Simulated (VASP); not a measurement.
## Vibrations of GaP at several levels of theory

Aim: the vibrations of GaP at the zone centre, at several levels of theory. The starting structure is a measured crystal structure from the Crystallography Open Database.

Method: Kohn-Sham DFT with plane waves and PAW; LDA, PBEsol, PBE, PBEsol + D3(BJ), r2SCAN, r2SCAN + rVV10 and HSE06, in VASP 6.6.1.

### Step 1. The structure

The structure is cubic, space group F-43m (No. 216). Conventional cell: a = 5.451 Å, b = 5.451 Å, c = 5.451 Å, α = 90.00°, β = 90.00°, γ = 90.00°. Nearest to Ga lie 4 P at 2.36 Å. Nearest to P lie 4 Ga at 2.36 Å. Farther neighbours are not listed.

Structure file:

```cif
data_structure
_symmetry_space_group_name_H-M 'P 1'
_symmetry_Int_Tables_number 1
_cell_length_a 3.8541
_cell_length_b 3.8541
_cell_length_c 3.8541
_cell_angle_alpha 60.000
_cell_angle_beta 60.000
_cell_angle_gamma 60.000
_cell_volume 40.48
loop_
_atom_site_label
_atom_site_type_symbol
_atom_site_fract_x
_atom_site_fract_y
_atom_site_fract_z
_atom_site_occupancy
Ga1 Ga 0.00000 0.00000 0.00000 1
P2 P 0.75000 0.75000 0.75000 1
```

### Step 2. Modes with LDA

LDA, the lowest rung, knows the local density alone. The cell comes from a relaxation at this level, not shown (39.20 Å³).

Input file INCAR:

```
SYSTEM = GaP
PREC = Accurate
ENCUT = 450
EDIFF = 1E-08
NELM = 100
ISMEAR = 0
SIGMA = 0.03
LREAL = .FALSE.
ALGO = Normal
GGA = CA
NBANDS = 15
LORBIT = 11
LWAVE = .FALSE.
LCHARG = .FALSE.
KPAR = 4
IBRION = 8
LEPSILON = .TRUE.
ISIF = 2
```

Input file POSCAR:

```
GaP
1.0
    0.0000000000      2.6962180289      2.6962180289
    2.6962180289      0.0000000000      2.6962180289
    2.6962180289      2.6962180289      0.0000000000
Ga P
1 1
Direct
    0.0000000000      0.0000000000      0.0000000000
    0.7500000000      0.7500000000      0.7500000000
```

Input file KPOINTS:

```
Automatic mesh
0
Gamma
10 10 10
0 0 0
```

The projector-augmented-wave data sets are Ga_d and P (LDA family, release 64).

Started as:

```console
mpirun -np 4 vasp_std
```

Output:

```text
[banner, memory and clock lines left out]
running    4 mpi-ranks, on    1 nodes
 distrk:  each k-point on    1 cores,    4 groups
 distr:  one band on    1 cores,    1 groups

 POSCAR found type information on POSCAR GaP
 POSCAR found :  2 types and       2 ions
 LDA part: xc-table for (Slater(with rela. corr.)+CA(PZ))
 , standard interpolation
 POSCAR, INCAR and KPOINTS ok, starting setup
 FFT: planning ... GRIDC
 FFT: planning ... GRID_SOFT
 FFT: planning ... GRID
 WAVECAR not read
 entering main loop
       N       E                     dE             d eps       ncg     rms          rms(c)
DAV:   1     0.768714154945E+02    0.76871E+02   -0.85155E+03  1434   0.160E+03
DAV:   2    -0.464962906734E+01   -0.81521E+02   -0.77774E+02  1599   0.308E+02
DAV:   3    -0.106901285056E+02   -0.60405E+01   -0.60196E+01  1795   0.682E+01
DAV:   4    -0.107838640549E+02   -0.93736E-01   -0.93715E-01  1758   0.916E+00
DAV:   5    -0.107857474786E+02   -0.18834E-02   -0.18833E-02  1874   0.113E+00    0.449E+00
DAV:   6    -0.105077501396E+02    0.27800E+00   -0.38771E-01  2177   0.113E+01    0.290E+00
DAV:   7    -0.104573080554E+02    0.50442E-01   -0.93154E-02  1815   0.223E+00    0.107E+00
DAV:   8    -0.104526791578E+02    0.46289E-02   -0.12303E-02  1852   0.128E+00    0.211E-01
DAV:   9    -0.104526410281E+02    0.38130E-04   -0.10422E-03  2065   0.420E-01    0.628E-02
DAV:  10    -0.104526382664E+02    0.27617E-05   -0.52484E-05  2202   0.895E-02    0.247E-02
DAV:  11    -0.104526443693E+02   -0.61029E-05   -0.88676E-06  1789   0.440E-02    0.753E-03
DAV:  12    -0.104526441649E+02    0.20434E-06   -0.50886E-07  1873   0.783E-03    0.505E-03
DAV:  13    -0.104526441413E+02    0.23588E-07   -0.20284E-07  1831   0.456E-03    0.915E-04
DAV:  14    -0.104526441405E+02    0.87948E-09   -0.93783E-09  1256   0.119E-03
   1 F= -.10452644E+02 E0= -.10452644E+02  d E =-.704077E-24
 Linear response reoptimize wavefunctions to high precision
DAV:   1    -0.104526441406E+02   -0.10368E-09   -0.18735E-09  1442   0.418E-04
DAV:   2    -0.104526441406E+02   -0.22737E-10   -0.23834E-10   992   0.145E-04
 Linear response G [H, r] |phi>, progress :
  Direction:   1
       N       E                     dE             d eps       ncg     rms
RMM:   1    -0.407186344476E+02   -0.40719E+02    0.16417E+02  1633   0.239E+02
RMM:   2    -0.495005955921E+02   -0.87820E+01   -0.16947E+01  2934   0.351E+01
RMM:   3    -0.506557794293E+02   -0.11552E+01   -0.60917E-01  2916   0.863E+00
RMM:   4    -0.508643015911E+02   -0.20852E+00   -0.58436E-01  3053   0.234E+00
RMM:   5    -0.508112516036E+02    0.53050E-01    0.85175E-02  3046   0.603E-01
RMM:   6    -0.508202213248E+02   -0.89697E-02    0.50065E-03  3090   0.201E-01
RMM:   7    -0.508197459144E+02    0.47541E-03    0.10706E-02  3114   0.722E-02
RMM:   8    -0.508209047555E+02   -0.11588E-02   -0.71226E-04  3161   0.295E-02
RMM:   9    -0.508208677844E+02    0.36971E-04   -0.31063E-04  3157   0.132E-02
RMM:  10    -0.508208373901E+02    0.30394E-04   -0.10627E-06  3103   0.694E-03
RMM:  11    -0.508208373903E+02   -0.17010E-09    0.23854E-07  2759   0.435E-03
RMM:  12    -0.508208403047E+02   -0.29144E-05   -0.29052E-05  2369   0.313E-03
RMM:  13    -0.508208401337E+02    0.17097E-06   -0.26635E-05  1988   0.265E-03
RMM:  14    -0.508208390492E+02    0.10845E-05   -0.16025E-05  1772   0.240E-03
RMM:  15    -0.508208399632E+02   -0.91394E-06   -0.25182E-05  1649   0.228E-03
RMM:  16    -0.508208404830E+02   -0.51989E-06   -0.30282E-05  1607   0.221E-03
RMM:  17    -0.508208390478E+02    0.14353E-05   -0.15423E-05  1578   0.226E-03
 Linear response G [H, r] |phi>, progress :
  Direction:   2
       N       E                     dE             d eps       ncg     rms
RMM:   1    -0.398621368984E+02   -0.39862E+02    0.13753E+02  1650   0.239E+02
RMM:   2    -0.507437670190E+02   -0.10882E+02   -0.11359E+01  2924   0.342E+01
RMM:   3    -0.524346030886E+02   -0.16908E+01   -0.62338E-01  2871   0.850E+00
RMM:   4    -0.526478385342E+02   -0.21324E+00   -0.59101E-01  3040   0.233E+00
RMM:   5    -0.525958429795E+02    0.51996E-01    0.84522E-02  3018   0.582E-01
RMM:   6    -0.526047773417E+02   -0.89344E-02    0.52462E-03  3070   0.192E-01
RMM:   7    -0.526043165690E+02    0.46077E-03    0.10708E-02  3114   0.696E-02
RMM:   8    -0.526054730029E+02   -0.11564E-02   -0.68290E-04  3146   0.284E-02
RMM:   9    -0.526054377599E+02    0.35243E-04   -0.30245E-04  3127   0.123E-02
RMM:  10    -0.526054074006E+02    0.30359E-04    0.77793E-06  3098   0.651E-03
RMM:  11    -0.526054067764E+02    0.62415E-06    0.15240E-05  2762   0.375E-03
RMM:  12    -0.526054097738E+02   -0.29974E-05   -0.14319E-05  2418   0.269E-03
RMM:  13    -0.526054097770E+02   -0.31775E-08   -0.14316E-05  1978   0.204E-03
RMM:  14    -0.526054101173E+02   -0.34033E-06   -0.17680E-05  1750   0.188E-03
RMM:  15    -0.526054100649E+02    0.52390E-07   -0.17139E-05  1608   0.172E-03
RMM:  16    -0.526054097006E+02    0.36435E-06   -0.13537E-05  1562   0.177E-03
RMM:  17    -0.526054101114E+02   -0.41085E-06   -0.17595E-05  1526   0.166E-03
RMM:  18    -0.526054099755E+02    0.13593E-06   -0.17631E-05  1459   0.171E-03
 Linear response G [H, r] |phi>, progress :
  Direction:   3
       N       E                     dE             d eps       ncg     rms
[...]
RMM:  13    -0.112960237375E+01    0.50719E-06    0.44378E-08  4696   0.115E-04    0.650E-06
 change of polarisation eV/A/(eV/A) component  1 :     2.142     0.671     0.359
 dielectric tensor                  component  1 :    10.886     3.096     1.657
 Linear response to external field, progress :
  Direction:   2
       N       E                     dE             d eps       ncg     rms          rms(c)
RMM:   1    -0.122900168056E+00   -0.12290E+00    0.51647E+00  5606   0.840E+00
RMM:   2    -0.114491586662E+01   -0.10220E+01   -0.66793E-02 10170   0.175E+00    0.146E+00
RMM:   3    -0.109956741104E+01    0.45348E-01   -0.30544E-02 10316   0.101E+00    0.839E-01
RMM:   4    -0.111950707764E+01   -0.19940E-01   -0.26108E-02 10451   0.926E-01    0.158E-01
RMM:   5    -0.112616057877E+01   -0.66535E-02   -0.16711E-03 10679   0.267E-01    0.366E-02
RMM:   6    -0.112945358976E+01   -0.32930E-02   -0.16969E-04 10684   0.864E-02    0.268E-02
RMM:   7    -0.112948346814E+01   -0.29878E-04   -0.29693E-05 10647   0.307E-02    0.215E-03
RMM:   8    -0.112963397919E+01   -0.15051E-03   -0.82942E-06 10994   0.993E-03    0.802E-04
RMM:   9    -0.112960895898E+01    0.25020E-04   -0.40546E-07 10903   0.382E-03    0.296E-04
RMM:  10    -0.112960750737E+01    0.14516E-05   -0.54549E-07 10803   0.146E-03    0.100E-04
RMM:  11    -0.112960446895E+01    0.30384E-05    0.22052E-07 10423   0.636E-04    0.740E-05
RMM:  12    -0.112960329111E+01    0.11778E-05    0.32695E-08  8298   0.257E-04    0.235E-05
RMM:  13    -0.112960299809E+01    0.29302E-06    0.20395E-07  4760   0.116E-04    0.599E-06
 change of polarisation eV/A/(eV/A) component  2 :     0.617     2.142     0.351
 dielectric tensor                  component  2 :     2.846    10.886     1.622
 Linear response to external field, progress :
  Direction:   3
       N       E                     dE             d eps       ncg     rms          rms(c)
RMM:   1    -0.124275910544E+00   -0.12428E+00    0.51509E+00  5602   0.840E+00
RMM:   2    -0.114492899867E+01   -0.10207E+01   -0.66980E-02 10170   0.175E+00    0.146E+00
RMM:   3    -0.109956409394E+01    0.45365E-01   -0.30640E-02 10316   0.101E+00    0.839E-01
RMM:   4    -0.111950601364E+01   -0.19942E-01   -0.26141E-02 10458   0.927E-01    0.158E-01
RMM:   5    -0.112615312930E+01   -0.66471E-02   -0.16643E-03 10682   0.267E-01    0.366E-02
RMM:   6    -0.112945557711E+01   -0.33024E-02   -0.16676E-04 10682   0.863E-02    0.268E-02
RMM:   7    -0.112948455250E+01   -0.28975E-04   -0.27756E-05 10649   0.306E-02    0.214E-03
RMM:   8    -0.112963460804E+01   -0.15006E-03   -0.78430E-06 11013   0.988E-03    0.803E-04
RMM:   9    -0.112960995228E+01    0.24656E-04   -0.86484E-07 10885   0.378E-03    0.297E-04
RMM:  10    -0.112960864684E+01    0.13054E-05   -0.56065E-07 10815   0.145E-03    0.993E-05
RMM:  11    -0.112960571932E+01    0.29275E-05    0.28133E-08 10413   0.632E-04    0.746E-05
RMM:  12    -0.112960441088E+01    0.13084E-05   -0.11552E-07  8382   0.256E-04    0.231E-05
RMM:  13    -0.112960398953E+01    0.42135E-06    0.46137E-08  4728   0.115E-04    0.597E-06
 change of polarisation eV/A/(eV/A) component  3 :     0.507     0.523     2.142
 dielectric tensor                  component  3 :     2.339     2.413    10.886
 Linear response DOF=           2
 Linear response progress:
  Degree of freedom:   1/  2
       N       E                     dE             d eps       ncg     rms          rms(c)
RMM:   1    -0.167197587388E+00   -0.16720E+00    0.11556E-01  6453   0.864E+00
RMM:   2    -0.165194133351E+00    0.20035E-02   -0.27152E-02  9841   0.141E+00    0.565E-02
RMM:   3    -0.165477514616E+00   -0.28338E-03   -0.36707E-03 10351   0.403E-01    0.428E-02
RMM:   4    -0.165332748890E+00    0.14477E-03   -0.83286E-04 10799   0.136E-01    0.126E-02
RMM:   5    -0.165311810232E+00    0.20939E-04   -0.11464E-04 10950   0.363E-02    0.396E-03
RMM:   6    -0.165311181145E+00    0.62909E-06   -0.55247E-05 10628   0.129E-02    0.930E-04
RMM:   7    -0.165309255983E+00    0.19252E-05   -0.22342E-05 10740   0.524E-03    0.127E-04
RMM:   8    -0.165306992032E+00    0.22640E-05   -0.11536E-05 10774   0.223E-03    0.481E-05
RMM:   9    -0.165306127365E+00    0.86467E-06   -0.59030E-06 10801   0.939E-04    0.273E-05
RMM:  10    -0.165305664397E+00    0.46297E-06   -0.18577E-06 10947   0.432E-04    0.836E-06
RMM:  11    -0.165305559128E+00    0.10527E-06   -0.10571E-06 10862   0.205E-04    0.470E-06
RMM:  12    -0.165305484842E+00    0.74286E-07   -0.10069E-06 10967   0.105E-04    0.200E-06
RMM:  13    -0.165305408581E+00    0.76261E-07   -0.53571E-07 10803   0.570E-05    0.518E-07
RMM:  14    -0.165305402433E+00    0.61484E-08   -0.34424E-07  9782   0.351E-05    0.400E-07
RMM:  15    -0.165305412229E+00   -0.97962E-08   -0.18987E-07  9401   0.248E-05    0.106E-07
RMM:  16    -0.165305415401E+00   -0.31724E-08   -0.11174E-07  6727   0.200E-05    0.175E-07
RMM:  17    -0.165305417327E+00   -0.19254E-08   -0.39700E-08  6210   0.178E-05    0.792E-08
 first order change of Fermi-energy   0.57540E-04
 force on displaced ion       1 direction 1 : -10.492   0.000   0.000
 Born effective charge ion    1 direction 1 :   2.058   0.000   0.000
 Linear response progress:
  Degree of freedom:   2/  2
       N       E                     dE             d eps       ncg     rms          rms(c)
RMM:   1    -0.507858037051E-01   -0.50786E-01    0.54704E-03 11755   0.182E+00
RMM:   2    -0.473451728930E-01    0.34406E-02   -0.59192E-03  9300   0.529E-01    0.123E-01
RMM:   3    -0.473839975002E-01   -0.38825E-04   -0.56471E-04 10306   0.173E-01    0.594E-02
RMM:   4    -0.476464185592E-01   -0.26242E-03   -0.12415E-04 10063   0.649E-02    0.115E-02
RMM:   5    -0.476579188829E-01   -0.11500E-04   -0.22342E-05 10792   0.220E-02    0.703E-03
RMM:   6    -0.476397678272E-01    0.18151E-04   -0.24734E-06 10097   0.776E-03    0.395E-03
RMM:   7    -0.476398768809E-01   -0.10905E-06    0.48331E-07 10673   0.294E-03    0.740E-04
RMM:   8    -0.476378445567E-01    0.20323E-05    0.22786E-07 10353   0.967E-04    0.137E-04
RMM:   9    -0.476375632505E-01    0.28131E-06    0.10734E-07 10698   0.293E-04    0.168E-05
RMM:  10    -0.476375577238E-01    0.55267E-08    0.74129E-08 10386   0.104E-04    0.427E-06
 first order change of Fermi-energy   0.70789E-04
 force on displaced ion       2 direction 1 : -10.482   0.000   0.000
 Born effective charge ion    2 direction 1 :  -2.099   0.000   0.000
 Born effective charges drift removed
 Linear response finished
```

The job ended after 2.9 min (4 MPI ranks of Intel Xeon Platinum 8259CL at 2.50GHz (Skylake/Cascade Lake), shared host; peak memory 1.3 GiB; 11 min of CPU time).

The logs omit lines about the potential files and the build; timing stands in the text.

From OUTCAR (step 2):

```text
ion  position               nearest neighbor table
   1  0.000  0.000  0.000-   2 2.33   2 2.33   2 2.33   2 2.33
   2  0.750  0.750  0.750-   1 2.33   1 2.33   1 2.33   1 2.33

  LATTYP: Found a face centered cubic cell.
 ALAT       =     5.3924360578

 Subroutine GETGRP returns: Found 24 space group operations
 (whereof 24 operations were pure point group operations)

The static configuration has the point symmetry T_d .

 Found     47 irreducible k-points:

   k-points           NKPTS =     47   k-points in BZ     NKDIM =     47   number of bands    NBANDS=     15

   dimension x,y,z NGX =    28 NGY =   28 NGZ =   28
   dimension x,y,z NGXF=    56 NGYF=   56 NGZF=   56

   ENCUT  =  450.0 eV  33.07 Ry    5.75 a.u.   6.60  6.60  6.60*2*pi/ulx,y,z

   NELECT =      18.0000    total number of electrons

 k-points in reciprocal lattice and weights: Automatic mesh
   0.00000000  0.00000000  0.00000000       0.001
   0.10000000  0.00000000  0.00000000       0.008
   0.20000000  0.00000000  0.00000000       0.008
   0.30000000  0.00000000  0.00000000       0.008
   0.40000000  0.00000000  0.00000000       0.008
   0.50000000  0.00000000  0.00000000       0.004
   0.10000000  0.10000000  0.00000000       0.006
   0.20000000  0.10000000  0.00000000       0.024
   0.30000000  0.10000000  0.00000000       0.024
[...]
-0.30000000  0.40000000  0.20000000       0.024
  -0.30000000  0.50000000  0.20000000       0.012

 average (electrostatic) potential at core
       1 -66.2676       2 -84.3164

  Total       -0.0052179     -0.0052179     -0.0052179      0.0000000      0.0000000     -0.0000000
  in kB       -0.2132605     -0.2132605     -0.2132605      0.0000000      0.0000000     -0.0000000
  external PRESSURE =      -0.2132605 kB  Pullay stress =       0.0000000 kB

  energy-cutoff  :      450.00
  volume of cell :       39.20
      direct lattice vectors                 reciprocal lattice vectors
     0.000000000  2.696218029  2.696218029    -0.185444943  0.185444943  0.185444943
     2.696218029  0.000000000  2.696218029     0.185444943 -0.185444943  0.185444943
     2.696218029  2.696218029  0.000000000     0.185444943  0.185444943 -0.185444943

 POSITION                                       TOTAL-FORCE (eV/Angst)
 -----------------------------------------------------------------------------------
      0.00000      0.00000      0.00000         0.000000      0.000000      0.000000
      4.04433      4.04433      4.04433        -0.000000     -0.000000     -0.000000
 -----------------------------------------------------------------------------------
    total drift:                               -0.000000     -0.000000     -0.000000

 MACROSCOPIC STATIC DIELECTRIC TENSOR (including local field effects in DFT)
 ------------------------------------------------------
          10.886034     0.000000     0.000000
           0.000000    10.886034    -0.000000
           0.000000    -0.000000    10.886034
 ------------------------------------------------------

 PIEZOELECTRIC TENSOR (including local field effects)  for field in x, y, z        (C/m^2)
          XX          YY          ZZ          XY          YZ          ZX
  --------------------------------------------------------------------------------
  x     0.00000    -0.00000     0.00000     0.00000     0.77648     0.00000
  y    -0.00000    -0.00000     0.00000    -0.00000     0.00000     0.77648
  z     0.00000     0.00000     0.00000     0.77648    -0.00000     0.00000

 BORN EFFECTIVE CHARGES (including local field effects) (in |e|, cummulative output)
 ---------------------------------------------------------------------------------
 ion    1
    1     2.08114     0.00000     0.00000
    2     0.00000     2.08114    -0.00000
    3     0.00000     0.00000     2.08114
 ion    2
    1    -2.08114     0.00000    -0.00000
    2    -0.00000    -2.08114     0.00000
    3     0.00000    -0.00000    -2.08114

 Eigenvectors and eigenvalues of the dynamical matrix
 ----------------------------------------------------

   1 f  =   10.931023 THz    68.681643 2PiTHz  364.619679 cm-1    45.207058 meV
             X         Y         Z           dx          dy          dz
      0.000000  0.000000  0.000000     0.000000    0.554803    0.000000
      4.044327  4.044327  4.044327     0.000000   -0.831982    0.000000

   2 f  =   10.931023 THz    68.681643 2PiTHz  364.619679 cm-1    45.207058 meV
             X         Y         Z           dx          dy          dz
      0.000000  0.000000  0.000000    -0.554803    0.000000    0.000000
      4.044327  4.044327  4.044327     0.831982    0.000000    0.000000

   3 f  =   10.931023 THz    68.681643 2PiTHz  364.619679 cm-1    45.207058 meV
             X         Y         Z           dx          dy          dz
      0.000000  0.000000  0.000000     0.000000    0.000000   -0.554803
      4.044327  4.044327  4.044327     0.000000    0.000000    0.831982

   4 f/i=    0.002487 THz     0.015627 2PiTHz    0.082960 cm-1     0.010286 meV
             X         Y         Z           dx          dy          dz
      0.000000  0.000000  0.000000     0.831982    0.000000    0.000000
      4.044327  4.044327  4.044327     0.554803    0.000000    0.000000

   5 f/i=    0.002487 THz     0.015627 2PiTHz    0.082960 cm-1     0.010286 meV
             X         Y         Z           dx          dy          dz
      0.000000  0.000000  0.000000     0.000000   -0.831982    0.000000
      4.044327  4.044327  4.044327     0.000000   -0.554803    0.000000

   6 f/i=    0.002487 THz     0.015627 2PiTHz    0.082960 cm-1     0.010286 meV
             X         Y         Z           dx          dy          dz
      0.000000  0.000000  0.000000     0.000000    0.000000    0.831982
      4.044327  4.044327  4.044327     0.000000    0.000000    0.554803

 MACROSCOPIC STATIC DIELECTRIC TENSOR IONIC CONTRIBUTION
 ------------------------------------------------------
           1.906393     0.000000     0.000000
           0.000000     1.906393    -0.000000
           0.000000    -0.000000     1.906393
 ------------------------------------------------------

 ELASTIC MODULI CONTR FROM IONIC RELAXATION (kBar)
 Direction    XX          YY          ZZ          XY          YZ          ZX
 --------------------------------------------------------------------------------
 XX          -0.0000      0.0000      0.0000     -0.0000      0.0000      0.0000
 YY           0.0000     -0.0000      0.0000     -0.0000     -0.0000     -0.0000
 ZZ           0.0000      0.0000     -0.0000      0.0000     -0.0000      0.0000
 XY          -0.0000     -0.0000      0.0000   -231.5630      0.0000      0.0000
 YZ           0.0000     -0.0000     -0.0000      0.0000   -231.5630      0.0000
 ZX           0.0000     -0.0000      0.0000      0.0000      0.0000   -231.5630
 --------------------------------------------------------------------------------

 PIEZOELECTRIC TENSOR IONIC CONTR  for field in x, y, z        (C/m^2)
          XX          YY          ZZ          XY          YZ          ZX
  --------------------------------------------------------------------------------
  x     0.00000    -0.00000    -0.00000    -0.00000    -0.62519     0.00000
  y     0.00000    -0.00000     0.00000     0.00000    -0.00000    -0.62519
  z    -0.00000    -0.00000     0.00000    -0.62519     0.00000     0.00000
```

Energies printed during the response cycles are not total energies of the cell.

LDA: the zone-centre mode is T2 364.6 cm⁻¹.

(Part 1 of 3 ends here.)

[Lines on the potential files, build, host, timing and source positions are cut from VASP's logs without a mark.]

[Logs are printed without paths, hosts, clocks, repeated set-up lines and the standing remarks that a program may print on its own settings, such as how far it seeks lower states.]

[Hosts, paths, dates, database ids (printed as entryN), source tags and the programs' standing remarks are cut or masked in the printed files.]
